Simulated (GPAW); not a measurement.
# GaAs (Fm-3m) in GPAW: single point with PBE

Aim: the single point of GaAs with PBE.

Program: GPAW 26.7.0. These are calculated values, not measurements. Logs are shortened: lines on timing, memory, paths and dates and some standing lists are left out, and cuts for length are marked. The log counts tension as positive stress, the text compression.

**1. Starting point**

Symmetry: Fm-3m, No. 225, cubic system. The conventional cell has a = 5.392 Å, b = 5.392 Å, c = 5.392 Å, α = 90.00°, β = 90.00°, γ = 90.00°. Ga (site symmetry m-3m) is surrounded by 6 As at 2.70 Å. As (site symmetry m-3m) is surrounded by 6 Ga at 2.70 Å.

The cell was built by a generator and needn't be a form met in nature.

**2. Single point, PBE**

File run.py:

```python
from ase.io import read
from gpaw import PW
from gpaw.dft import DFT

atoms = read('GaAs.xyz')

dft = DFT(atoms,
          mode=PW(600),
          xc='PBE',
          kpts={'size': (9, 9, 9), 'gamma': True},
          occupations={'name': 'fermi-dirac', 'width': 0.05},
          nbands=11,
          convergence={'density': 1e-05, 'energy': 1e-05},
          maxiter=150,
          txt='gpaw.txt')
print(f'Energy: {dft.calculate_energy():.6f} eV')
print('Forces (eV/A):')
print(dft.calculate_forces().round(4))
print('Stress (eV/A^3):', dft.calculate_stress().round(6))
dft.write_gpw_file('gs.gpw')
```

File GaAs.xyz:

```xyz
2
Lattice="0.0000000000 2.6958900000 2.6958900000 2.6958900000 0.0000000000 2.6958900000 2.6958900000 2.6958900000 0.0000000000" Properties=species:S:1:pos:R:3 pbc="T T T"
Ga     0.0000000000      0.0000000000      0.0000000000
As     2.6958900000      2.6958900000      2.6958900000
```

Potentials or basis: GPAW PAW data sets (gpaw-data 1.2.1), pw.

Started as:

```
$ OMP_NUM_THREADS=1 python run.py
```

gpaw.txt:

```text
Diagonalizing LCAO Hamiltonian
Converting LCAO to pw mode

               As

       Ga

Atoms  # Å, Bohr magnetons
|   | symbol |        x |        y |        z |    initial magnetic moments |
|---|--------|----------|----------|----------|-----------------------------|
| 0 |     Ga | 0.000000 | 0.000000 | 0.000000 | ( 0.0000,  0.0000,  0.0000) |
| 1 |     As | 2.695890 | 2.695890 | 2.695890 | ( 0.0000,  0.0000,  0.0000) |

Unit cell  # Å
| periodic |        x |        y |        z |  lengths |    angles |
|----------|----------|----------|----------|----------|-----------|
|      yes | 0.000000 | 2.695890 | 2.695890 | 3.812564 | 60.000000 |
|      yes | 2.695890 | 0.000000 | 2.695890 | 3.812564 | 60.000000 |
|      yes | 2.695890 | 2.695890 | 0.000000 | 3.812564 | 60.000000 |

Number of symmetries: 48
Symmetry operations  # r_c * U_cc + t_c -> r_c
|    | kind |            matrix            |
|----|------|------------------------------|
|  0 |  σ   |  1, 0, 0,  1, 0,-1,  1,-1, 0 |
|  1 |  C2  |  1, 0, 0,  1,-1, 0,  1, 0,-1 |
|  2 |  E   |  1, 0, 0,  0, 1, 0,  0, 0, 1 |
|  3 |  σ   |  1, 0, 0,  0, 0, 1,  0, 1, 0 |
|  4 |  C4  |  1, 0,-1,  1, 0, 0,  1,-1, 0 |
|  5 |  S6  |  1, 0,-1,  1,-1, 0,  1, 0, 0 |
|  6 |  σ   |  1, 0,-1,  0, 1,-1,  0, 0,-1 |
|  7 |  C3  |  1, 0,-1,  0, 0,-1,  0, 1,-1 |
|  8 |  S6  |  1,-1, 0,  1, 0, 0,  1, 0,-1 |
|  9 |  C4  |  1,-1, 0,  1, 0,-1,  1, 0, 0 |
| 10 |  C3  |  1,-1, 0,  0,-1, 1,  0,-1, 0 |
| 11 |  σ   |  1,-1, 0,  0,-1, 0,  0,-1, 1 |
| 12 |  σ   |  0, 1, 0,  1, 0, 0,  0, 0, 1 |
| 13 |  C4  |  0, 1, 0,  0, 1,-1, -1, 1, 0 |
| 14 |  C3  |  0, 1, 0,  0, 0, 1,  1, 0, 0 |
| 15 |  S6  |  0, 1, 0, -1, 1, 0,  0, 1,-1 |
| 16 |  C2  |  0, 1,-1,  1, 0,-1,  0, 0,-1 |
| 17 |  σ   |  0, 1,-1,  0, 1, 0, -1, 1, 0 |
| 18 |  S4  |  0, 1,-1,  0, 0,-1,  1, 0,-1 |
| 19 |  C4  |  0, 1,-1, -1, 1, 0,  0, 1, 0 |
| 20 |  C3  |  0, 0, 1,  1, 0, 0,  0, 1, 0 |
| 21 |  σ   |  0, 0, 1,  0, 1, 0,  1, 0, 0 |
| 22 |  S6  |  0, 0, 1,  0,-1, 1, -1, 0, 1 |
| 23 |  C4  |  0, 0, 1, -1, 0, 1,  0,-1, 1 |
| 24 |  S4  |  0, 0,-1,  1, 0,-1,  0, 1,-1 |
| 25 |  C3  |  0, 0,-1,  0, 1,-1,  1, 0,-1 |
| 26 |  C2  |  0, 0,-1,  0,-1, 0, -1, 0, 0 |
| 27 |  S6  |  0, 0,-1, -1, 0, 0,  0,-1, 0 |
| 28 |  S4  |  0,-1, 1,  1,-1, 0,  0,-1, 0 |
| 29 |  C4  |  0,-1, 1,  0, 0, 1, -1, 0, 1 |
| 30 |  C2  |  0,-1, 1,  0,-1, 0,  1,-1, 0 |
| 31 |  σ   |  0,-1, 1, -1, 0, 1,  0, 0, 1 |
| 32 |  C3  |  0,-1, 0,  1,-1, 0,  0,-1, 1 |
| 33 |  S6  |  0,-1, 0,  0, 0,-1, -1, 0, 0 |
| 34 |  S4  |  0,-1, 0,  0,-1, 1,  1,-1, 0 |
| 35 |  C2  |  0,-1, 0, -1, 0, 0,  0, 0,-1 |
| 36 |  C2  | -1, 1, 0,  0, 1, 0,  0, 1,-1 |
| 37 |  S6  | -1, 1, 0,  0, 1,-1,  0, 1, 0 |
| 38 |  S4  | -1, 1, 0, -1, 0, 1, -1, 0, 0 |
| 39 |  C3  | -1, 1, 0, -1, 0, 0, -1, 0, 1 |
| 40 |  S6  | -1, 0, 1,  0, 0, 1,  0,-1, 1 |
| 41 |  C2  | -1, 0, 1,  0,-1, 1,  0, 0, 1 |
| 42 |  C3  | -1, 0, 1, -1, 1, 0, -1, 0, 0 |
| 43 |  S4  | -1, 0, 1, -1, 0, 0, -1, 1, 0 |
| 44 |  C2  | -1, 0, 0,  0, 0,-1,  0,-1, 0 |
| 45 |  i   | -1, 0, 0,  0,-1, 0,  0, 0,-1 |
| 46 |  σ   | -1, 0, 0, -1, 1, 0, -1, 0, 1 |
| 47 |  C2  | -1, 0, 0, -1, 0, 1, -1, 1, 0 |

BZ-sampling:
  Number of BZ points: 729
  Number of IBZ points: 35

  Monkhorst-Pack size: [9, 9, 9]
  Monkhorst-Pack shift: [0, 0, 0]

K-points  # in reciprocal-cell coordinates
|     |                                coordinates |     weight |
|-----|--------------------------------------------|------------|
|   0 | (  0.00000000,   0.00000000,   0.00000000) | 0.00137174 |
|   1 | (  0.11111111,   0.11111111,   0.00000000) | 0.00823045 |
|   2 | (  0.11111111,   0.11111111,   0.11111111) | 0.01097394 |
|   3 | (  0.22222222,   0.11111111,   0.11111111) | 0.01646091 |
|   4 | (  0.22222222,   0.22222222,   0.00000000) | 0.00823045 |
|   5 | (  0.22222222,   0.22222222,   0.11111111) | 0.03292181 |
|   6 | (  0.22222222,   0.22222222,   0.22222222) | 0.01097394 |
|   7 | (  0.33333333,   0.22222222,   0.11111111) | 0.03292181 |
|   8 | (  0.33333333,   0.22222222,   0.22222222) | 0.03292181 |
|   9 | (  0.33333333,   0.33333333,  -0.33333333) | 0.01646091 |
| ... |                                            |            |
|  34 | (  0.44444444,   0.44444444,   0.44444444) | 0.01097394 |

Plane wave coefficients: 1324
Cutoff: 600.0 eV

Spin-components: 1 (collinear spins)
Bands:           11
Projectors:      10
Spin-degeneracy: 2
Datatype:        complex128

Parallelization:
  kpt:    1
  domain: 1
  band:   1

Density:
  Valence electrons: 8.0
  Components: 1
  Grid points: [24 24 24]
  Charge: 0.0  # |e|

Potential:
  Grid points: [24 24 24]

species:
  Ga:
    name:    Gallium
    Z:       31.0
    valence: 3
    core:    28
    charge:  0.0  # [|e|]
    compensation charges:
      type: gauss
      rc: 0.37  # [Å]
      lmax: 2
    cutoffs:
      filter: 2.06  # [Å]
      core: 4.17  # [Å]
    projectors
    | kind |    occ | energy [eV] | rcut [Å] |
    |------|--------|-------------|----------|
    |   4s |  2.000 |      -8.945 |    1.164 |
    |   4p |  1.000 |      -2.580 |    1.164 |
    |    s |        |      18.266 |    1.164 |
    |    p |        |      24.631 |    1.164 |
    |    d |        |       0.000 |    1.164 |

    Using partial waves for Ga as LCAO basis

  As:
    name:    Arsenic
    Z:       33.0
    valence: 5
    core:    28
    charge:  0.0  # [|e|]
    compensation charges:
      type: gauss
      rc: 0.33  # [Å]
      lmax: 2
    cutoffs:
      filter: 1.87  # [Å]
      core: 2.96  # [Å]
    projectors
    | kind |    occ | energy [eV] | rcut [Å] |
    |------|--------|-------------|----------|
    |   4s |  2.000 |     -14.487 |    1.058 |
    |   4p |  3.000 |      -5.196 |    1.058 |
    |    s |        |      12.725 |    1.058 |
    |    p |        |      22.016 |    1.058 |
    |    d |        |       0.000 |    1.058 |

    Using partial waves for As as LCAO basis

Reference energy: -114387.645129  # eV

eigensolver:
  PPCG
  Converge bands: occupied
  niter=2

density mixing:
  MSR1-Mixer
  Pratt-step length: 0.05
  Maximum mixing coefficient: 0.75
  Old densities: 10
  SVD Regularization: 0.005
  Good broyden scale: 1.0
  Trust region scale: 1.0
  Backstep threshold: 4.0
  History deletion threshold: 6.0
  Fourier metric: weight=20.0, sigma=0.015

occupation numbers:
  Fermi-Dirac:
    width: 0.0500  # eV

poisson solver:
  ecut: 4800.0  # eV

xc functional:
  name: PBE with 2 nearest neighbor stencil

convergence criteria:
- Maximum integral of absolute [dens]ity change: 1e-05 electrons / valence electron
- Maximum [total energy] change in last 3 cyles: 1e-05 eV / valence electron
- Maximum integral of absolute [eigenst]ate change: 4e-08 eV^2 / valence electron
maximum number of iterations: 150

SCF iterations
|iter     | |      energy | eigst |  dens |
|---------|-|-------------|-------|-------|
|iter:   1| |   -7.694831 | -0.93 |       |
|iter:   2| |   -7.684226 | -3.25 | -1.08 |
|iter:   3| |   -7.648233 | -2.70 | -1.12 |
|iter:   4| |   -7.649680 | -4.45 | -1.72 |
|iter:   5| |   -7.649966 | -4.90 | -2.14 |
|iter:   6| |   -7.649966 | -6.07 | -3.00 |
|iter:   7| |   -7.649966c| -8.13c| -4.14 |
|iter:   8| |   -7.649966c| -8.00c| -4.61 |
|iter:   9| |   -7.649966c| -9.28c| -5.87c|
SCF steps: 9
Energy contributions relative to reference atoms: (reference = -114387.645129)

Energy contributions:
  Kinetic:          15.580584
  Coulomb:         -13.477299
  Zero:              0.009110
  External:          0.000000
  Xc:               -9.756731
  Entropy:          -0.011259
  Spinorbit:         0.000000
  ----------------------------
  Free energy:      -7.655595
  Extrapolated:     -7.649966

Forces  # eV/Ang
|       x |       y |        z |
|---------|---------|----------|
| 0.00000 | 0.00000 |  0.00000 |  # Ga   0
| 0.00000 | 0.00000 | -0.00000 |  # As   1

Stress tensor  # eV/Ang^3
|         x |         y |         z |
|-----------|-----------|-----------|
| -0.001763 | -0.000000 | -0.000000 |
| -0.000000 | -0.001763 |  0.000000 |
| -0.000000 |  0.000000 | -0.001763 |

Writing to gs.gpw (mode='')

  __  _  _
 | _ |_)|_||  |
 |__||  | ||/\| - 26.7.0

Input parameters:
  mode=PW(ecut=600.0),
  convergence={'density': 1e-05, 'energy': 1e-05},
  kpts=MonkhorstPack(size=(9, 9, 9), gamma=True),
  maxiter=150,
  nbands=11,
  occupations=Occupations(name='fermi-dirac', width=0.05),
  xc=XC(name='PBE')
# Writing to gs.gpw (mode='')
```

stdout:

```text
Energy: -7.649966 eV
Forces (eV/A):
[[ 0.  0.  0.]
 [ 0.  0. -0.]]
Stress (eV/A^3): [-0.001763 -0.001763 -0.001763  0.       -0.       -0.      ]
```

Run time: 7.3 s. Hardware: 1 thread of Intel Xeon 6975P-C (Granite Rapids), shared host; peak memory 0.15 GiB.

Results:

* Free energy: -7.6556 eV
* Pressure: 0.3 GPa
* Band gap on the k mesh: none (metal or under the smearing width)

**3. The reference run**

An earlier run on the cell as given: functional PBE; potentials or basis GPAW PAW data sets (gpaw-data 1.2.1); cutoff 600 eV; basis pw; k mesh 9 × 9 × 9; occupations fermi-dirac, width 0.05 eV; no spin polarisation.

* Pressure: 0.3 GPa
* Band gap on the k mesh: none (metal or under the smearing width)
